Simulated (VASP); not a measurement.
# W (Im-3m) in VASP: a series of runs

Aim: see how the results for W move with the level of theory and the settings. Levels: r2SCAN+rVV10, PBE0, AM05, SCAN+D4+U, PBE. Tasks: relaxation of cell and atoms, single point, relaxation of the atoms.

Program: VASP 6.6.1. These are calculated values, not measurements. Logs are shortened: lines on timing, memory, paths and dates and some standing lists are left out, and cuts for length are marked.

### 1 The structure

It takes space group Im-3m (No. 229, cubic). Conventional cell: a = 3.165 Å, b = 3.165 Å, c = 3.165 Å, α = 90.00°, β = 90.00°, γ = 90.00°. W (site symmetry m-3m) has 8 W at 2.74 Å as nearest neighbours.

### 2 Relaxation of cell and atoms, r2SCAN+rVV10

The input, INCAR:

```
SYSTEM = W
PREC = Accurate ; ENCUT = 600
EDIFF = 1E-6 ; ISMEAR = -1
SIGMA = 0.05 ; LREAL = .False.
LASPH = .True. ; NELM = 60
ALGO = Normal ; ISIF = 3
LWAVE = .False. ; LCHARG = .False.
METAGGA = R2SCAN ; LMIXTAU = .True.
LUSE_VDW = .True. ; IVDW_NL = 2
BPARAM = 11.95 ; CPARAM = 0.0093
IBRION = 2 ; NSW = 40
EDIFFG = -0.005
```

The input, KPOINTS:

```
Automatic mesh
0
Gamma
  12 12 12
  0 0 0
```

The input, POSCAR:

```
W
1.0
   -1.5823450000      1.5823450000      1.5823450000
    1.5823450000     -1.5823450000      1.5823450000
    1.5823450000      1.5823450000     -1.5823450000
W
1
Direct
    0.0000000000      0.0000000000      0.0000000000
```

Potentials or basis: VASP PAW PBE potentials, release 64 (W_sv).

Launch:

```
> cat potpaw_PBE.64/W_sv/POTCAR > POTCAR
> mpirun -np 1 vasp_std > vasp.out
```

OUTCAR:

```text
SYSTEM = W
   PREC = Accurate
   ENCUT = 600
   EDIFF = 1E-6
   ISMEAR = -1
   LREAL = .False.
   LASPH = .True.
   NELM = 60
   ISIF = 3
   METAGGA = R2SCAN
   IVDW_NL = 2
   BPARAM = 11.95
   IBRION = 2
   NSW = 40
   EDIFFG = -0.005

 ion  position               nearest neighbor table
   1  0.000  0.000  0.000-

  LATTYP: Found a body centered cubic cell.
 ALAT       =     3.1646900000

  Lattice vectors:

 A1 = (  -1.5823450000,   1.5823450000,   1.5823450000)
 A2 = (   1.5823450000,  -1.5823450000,   1.5823450000)
 A3 = (   1.5823450000,   1.5823450000,  -1.5823450000)

Analysis of symmetry for initial positions (statically):
=====================================================================
 Subroutine PRICEL returns:
 Original cell was already a primitive cell.

 Routine SETGRP: Setting up the symmetry group for a
 body centered cubic supercell.

 Subroutine GETGRP returns: Found 48 space group operations
 (whereof 48 operations were pure point group operations)
 out of a pool of 48 trial point group operations.

The static configuration has the point symmetry O_h .

Analysis of symmetry for dynamics (positions and initial velocities):
=====================================================================
 Subroutine PRICEL returns:
 Original cell was already a primitive cell.

 Routine SETGRP: Setting up the symmetry group for a
 body centered cubic supercell.

 Subroutine GETGRP returns: Found 48 space group operations
 (whereof 48 operations were pure point group operations)
 out of a pool of 48 trial point group operations.

The dynamic configuration has the point symmetry O_h .

 Subroutine INISYM returns: Found 48 space group operations
 (whereof 48 operations are pure point group operations),
 and found     1 'primitive' translations

----------------------------------------------------------------------------------------

                                     Primitive cell

  volume of cell :      15.8476

  direct lattice vectors                    reciprocal lattice vectors
    -1.582345000  1.582345000  1.582345000     0.000000000  0.315986716  0.315986716
     1.582345000 -1.582345000  1.582345000     0.315986716  0.000000000  0.315986716
     1.582345000  1.582345000 -1.582345000     0.315986716  0.315986716  0.000000000

  length of vectors
     2.740701935  2.740701935  2.740701935     0.446872699  0.446872699  0.446872699

[... 99 lines left out ...]
  volume/ion in A,a.u.               =      15.85       106.94
  Fermi-wavevector in a.u.,A,eV,Ry     =   1.570832  2.968442 33.572544  2.467512
  Thomas-Fermi vector in A             =   2.672506
   LORBIT       =      0    0 simple, 1 ext, 2 COOP (PROOUT), +10 PAW based schemes
   METAGGA = R2SCAN    functional components
   LHFCALC =     F    Hartree Fock is set to
   AEXX    =    0.0000 exact exchange contribution
   IVDW_NL    =     2    kernel type
   BPARAM     =11.9500
   IVDW    =     0    specifies the selected vdW correction
   LEPSILON=     F    determine dielectric tensor
   LRPA    =     F    only Hartree local field effects (RPA)
 conjugate gradient relaxation of ions
 non-spin polarized calculation
  energy-cutoff  :      600.00
  volume of cell :       15.85
 maximum number of plane-waves:       543
 NGX is ok and might be reduce to    24
   NGX = 11   NGY = 11   NGZ = 11

--------------------------------------- Ionic step        1  -------------------------------------------

 number of electron      14.0000002 magnetization

 Free energy of the ion-electron system (eV)
  ---------------------------------------------------
  ext. energy  EPLUGINS =         0.00000000
  ---------------------------------------------------
  free energy    TOTEN  =       -51.14458271 eV

  energy without entropy =      -51.14124995  energy(sigma->0) =      -51.14291633

------------------------ aborting loop because EDIFF is reached ----------------------------------------

  FORCE on cell =-STRESS in cart. coord.  units (eV):
  Direction    XX          YY          ZZ          XY          YZ          ZX
  --------------------------------------------------------------------------------------
  -------------------------------------------------------------------------------------
  Total        0.1203516      0.1203516      0.1203516     -0.0000000      0.0000000      0.0000000
  in kB       12.1674288     12.1674288     12.1674288     -0.0000000      0.0000000      0.0000000
  external PRESSURE =      12.1674288 kB  Pullay stress =       0.0000000 kB
[... 57 lines left out ...]
--------------------------------------- Ionic step        3  -------------------------------------------

 number of electron      14.0000002 magnetization

 Free energy of the ion-electron system (eV)
  ---------------------------------------------------
  ext. energy  EPLUGINS =         0.00000000
  ---------------------------------------------------
  free energy    TOTEN  =       -51.14480088 eV

  energy without entropy =      -51.14154368  energy(sigma->0) =      -51.14317228

 E-fermi :  11.0968     XC(G=0): -14.9589

 val. band max:       11.0015328155   @ k =   0.0833   0.0833   0.0000
 cond. band min:      11.1079513378   @ k =  -0.2500   0.3333   0.1667
 fundamental gap:      0.1064185223
 Fermi energy:        11.0968318999

 k-point     1 :       0.0000    0.0000    0.0000
  band No.  band energies     occupation
      1     -64.8830      2.00000
      2     -27.7464      2.00000
      3     -27.7464      2.00000
      4     -27.7464      2.00000
      5       1.1061      2.00000
      6       9.9535      2.00000
      7       9.9535      2.00000
      8       9.9535      2.00000
      9      13.7845      0.00000
     10      13.7845      0.00000
     11      26.4688      0.00000
[... 309 lines left out ...]
 k-point    24 :       0.4167    0.0833    0.0833
  band No.  band energies     occupation
      1     -64.7311      2.00000
      2     -29.0156      2.00000
      3     -28.2482      2.00000
      4     -27.8452      2.00000
      5       5.3651      2.00000
      6       7.4395      2.00000
      7      10.7714      1.99702
      8      13.8822      0.00000
      9      14.7128      0.00000
     10      18.8520      0.00000
     11      21.6966      0.00000

 [... further k-points ...]

------------------------ aborting loop because EDIFF is reached ----------------------------------------

  FORCE on cell =-STRESS in cart. coord.  units (eV):
  Direction    XX          YY          ZZ          XY          YZ          ZX
  --------------------------------------------------------------------------------------
  -------------------------------------------------------------------------------------
  Total       -0.0014678     -0.0014678     -0.0014678      0.0000000     -0.0000000      0.0000000
  in kB       -0.1478458     -0.1478458     -0.1478458      0.0000000     -0.0000000      0.0000000
  external PRESSURE =      -0.1478458 kB  Pullay stress =       0.0000000 kB
[... 16 lines left out ...]
  FREE ENERGIE OF THE ION-ELECTRON SYSTEM (eV)
  ---------------------------------------------------
  free  energy   TOTEN  =       -51.1448008810 eV

  energy  without entropy=      -51.1415436801  energy(sigma->0) =      -51.14317228

 reached required accuracy - stopping structural energy minimisation
```

OSZICAR:

```text
N       E                     dE             d eps       ncg     rms          rms(c)
DAV:   1     0.451274915629E+02    0.45127E+02   -0.88275E+03  1592   0.164E+03
DAV:   2    -0.536804303529E+02   -0.98808E+02   -0.95243E+02  1713   0.368E+02
[... 30 lines left out ...]
DAV:   1    -0.511684940801E+02   -0.26715E-01   -0.56845E-01  1626   0.122E+01    0.196E+00
DAV:   2    -0.511476238473E+02    0.20870E-01   -0.27989E-02  1617   0.235E+00    0.458E-01
DAV:   3    -0.511443414912E+02    0.32824E-02   -0.11370E-02  1638   0.145E+00    0.341E-01
DAV:   4    -0.511406797889E+02    0.36617E-02   -0.32312E-03  1611   0.777E-01    0.572E-02
DAV:   5    -0.511447529902E+02   -0.40732E-02   -0.17768E-03  1590   0.594E-01    0.294E-02
DAV:   6    -0.511447999707E+02   -0.46981E-04   -0.22602E-05  1632   0.675E-02    0.204E-03
DAV:   7    -0.511448008810E+02   -0.91027E-06   -0.35689E-06  1614   0.282E-02
   3 F= -.51144801E+02 E0= -.51143172E+02  d E =-.218170E-03
```

CONTCAR:

```text
W
   1.00000000000000
    -1.5842917900893660    1.5842917900893660    1.5842917900893660
     1.5842917900893660   -1.5842917900893660    1.5842917900893660
     1.5842917900893660    1.5842917900893660   -1.5842917900893660
  W
     1
Direct
     0.0000000000000000    0.0000000000000000    0.0000000000000000

  0.00000000E+00  0.00000000E+00  0.00000000E+00
```

It took 1.8 min on 1 thread of Intel Xeon 6975P-C (Granite Rapids), shared host; peak memory 0.23 GiB.

What came out:

- Free energy: -51.1448 eV
- Relaxed volume: 15.91 Å³/atom
- Relaxed cell: a = 2.744 Å, b = 2.744 Å, c = 2.744 Å, α = 109.47°, β = 109.47°, γ = 109.47°
- Space group after relaxing (to 0.05 Å): Im-3m (No. 229)
- Energy gained by relaxing: 0.2 meV/atom
- Ionic steps: 3
- Pressure after relaxing: 0.0 GPa
- Band gap on the k mesh: none (metal or under the smearing width)

The path:
```
step  energy change (eV)  largest force (eV/Å)  pressure (GPa)  volume (Å³)
   1              0.0000                0.0000            1.22        15.85
   2              0.0028                0.0000           -4.36        16.13
   3             -0.0002                0.0000           -0.01        15.91
```

Final structure:
```xyz
1
Lattice="-1.5843 1.5843 1.5843 1.5843 -1.5843 1.5843 1.5843 1.5843 -1.5843" Properties=species:S:1:pos:R:3 pbc="T T T"
W     0.0000    0.0000    0.0000
```

Caveat: the PAW data sets were made with another functional, which shifts forces and pressure a little; pairwise dispersion overbinds metals, which lowers pressure and volume. The run has no spin-orbit coupling, so splittings on W are missing.

### 3 Relaxation of cell and atoms, PBE0

POSCAR is that of step 2.

The input, INCAR.step1:

```
  PREC = Accurate
  ENCUT = 600
  EDIFF = 1E-5
  ISMEAR = -1
  SIGMA = 0.05
  LREAL = False
  LASPH = True
  NELM = 80
  ALGO = Normal
  LWAVE = True
  LCHARG = False
  GGA = PE
```

The input, INCAR.step2:

```
  PREC = Accurate
  ENCUT = 600
  EDIFF = 1E-7
  ISMEAR = -1
  SIGMA = 0.05
  LREAL = False
  LASPH = True
  NELM = 80
  ALGO = Normal
  ISIF = 3
  LWAVE = False
  LCHARG = False
  GGA = PE
  LHFCALC = True
  AEXX = 0.25
  PRECFOCK = Fast
  IBRION = 2
  NSW = 60
  EDIFFG = -0.02
  ISTART = 1
```

The input, KPOINTS:

```
Automatic mesh
0
Gamma
  6 6 6
```

Potentials or basis: VASP PAW PBE potentials, release 64 (W_sv).

Launch:

```
> cat potpaw_PBE.64/W_sv/POTCAR > POTCAR
> cp INCAR.step1 INCAR
> mpirun -np 1 vasp_std > vasp.out
> cp INCAR.step2 INCAR
> mpirun -np 1 vasp_std > vasp.out
```

Run time: 20 min. Hardware: 1 thread of Intel Xeon Platinum 8488C (Sapphire Rapids), shared host; peak memory 0.15 GiB.

Results (log left out):

- Free energy: -16.2834 eV
- Relaxed volume: 15.68 Å³/atom
- Relaxed cell: a = 2.731 Å, b = 2.731 Å, c = 2.731 Å, α = 109.47°, β = 109.47°, γ = 109.47°
- Space group after relaxing (to 0.05 Å): Im-3m (No. 229)
- Energy gained by relaxing: 2.0 meV/atom
- Ionic steps: 3
- Pressure after relaxing: 0.0 GPa
- Band gap on the k mesh: none (metal or under the smearing width)

The path:
| step | energy change (eV) | largest force (eV/Å) | pressure (GPa) | volume (Å³) |
| --- | --- | --- | --- | --- |
| 1 | 0.0000 | 0.0000 | -3.67 | 15.85 |
| 2 | 0.0281 | 0.0000 | 15.55 | 15.03 |
| 3 | -0.0020 | 0.0000 | -0.03 | 15.68 |

Final structure:
```xyz
1
Lattice="-1.5766 1.5766 1.5766 1.5766 -1.5766 1.5766 1.5766 1.5766 -1.5766" Properties=species:S:1:pos:R:3 pbc="T T T"
W     0.0000    0.0000    0.0000
```

Levels at points of the mesh, in eV from the Fermi level:
```csv
k point,band 4,band 5,band 6,band 7,band 8,band 9,band 10,band 11
"(0.00, 0.00, 0.00)",-40.82,-11.57,-2.13,-2.13,-2.13,3.31,3.31,15.68
"(0.50, 0.00, 0.00)",-40.81,-7.83,-4.82,0.49,3.18,4.23,7.27,12.53
"(0.50, 0.50, 0.50)",-41.87,-7.23,-7.23,6.23,6.23,6.23,9.26,9.26
```

Caveat: the k mesh is coarse (spacing up to 0.47 Å⁻¹), so the values aren't converged, least of all with exact exchange; the PAW data sets were made with another functional, which shifts forces and pressure a little.

(Continued in part 2 of 2.)
